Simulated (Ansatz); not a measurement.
SnS: levels and charges under dearer methods

A database entry relaxed whole under r2SCAN at zero pressure (Pnma, No. 62):

```yaml
crystal:
  lattice:
    - [11.34219, 0.00000, 0.00000]
    - [0.00000, 3.95631, 0.00000]
    - [0.00000, 0.00000, 4.55191]
  atoms:
    - { symbol: Sn, position: [0.12077, 0.25000, 0.13568] }
    - { symbol: Sn, position: [0.37923, 0.75000, 0.63568] }
    - { symbol: Sn, position: [0.62077, 0.25000, 0.36432] }
    - { symbol: Sn, position: [0.87923, 0.75000, 0.86432] }
    - { symbol: S, position: [0.84801, 0.25000, 0.48759] }
    - { symbol: S, position: [0.65199, 0.75000, 0.98759] }
    - { symbol: S, position: [0.34801, 0.25000, 0.01241] }
    - { symbol: S, position: [0.15199, 0.75000, 0.51241] }
```

Its volume is 25.53 Å³ an atom, +5.5 % against the entry's 24.19, a cell as deposited in COD (1978).

Single points on this cell with plane-wave PAW DFT (Ansatz 0.2.0; r2SCAN 500 eV, hybrids 420 eV; fermi-dirac occupations of width 0.020 eV; no moments): r2SCAN on a 4×8×6 Γ-centred mesh; r2SCAN with spin-orbit coupling on a 2×6×6 Γ-centred mesh; HSE06 on a 2×6×6 Γ-centred mesh; PBE0 on a 2×6×6 Γ-centred mesh.

Q: What does each level give for gap and charges?

A: The runs give:

| level | gap (eV), or kind | pressure (GPa) | Bader charge of Sn (e) | Bader charge of S (e) |
| --- | --- | --- | --- | --- |
| r2SCAN | 1.18 | 0.0 | +1.01 | -1.01 |
| r2SCAN with spin-orbit coupling | 1.17 | 0.0 | +1.01 | -1.01 |
| HSE06 | its mesh misses the band edges | -0.4 | +1.04 | -1.04 |
| PBE0 | its mesh misses the band edges | -0.4 | +1.04 | -1.04 |

Under r2SCAN the gap is 1.18 eV, over mesh and band path. Spin-orbit coupling moves the r2SCAN gap by -0.01 eV.

Caveats: the relaxation kept the start's symmetry; hybrid pressures are good to a few tenths of a GPa; no dispersion correction, so weakly bound layers or chains stand too far apart and gaps read wide; pressure is positive in compression.
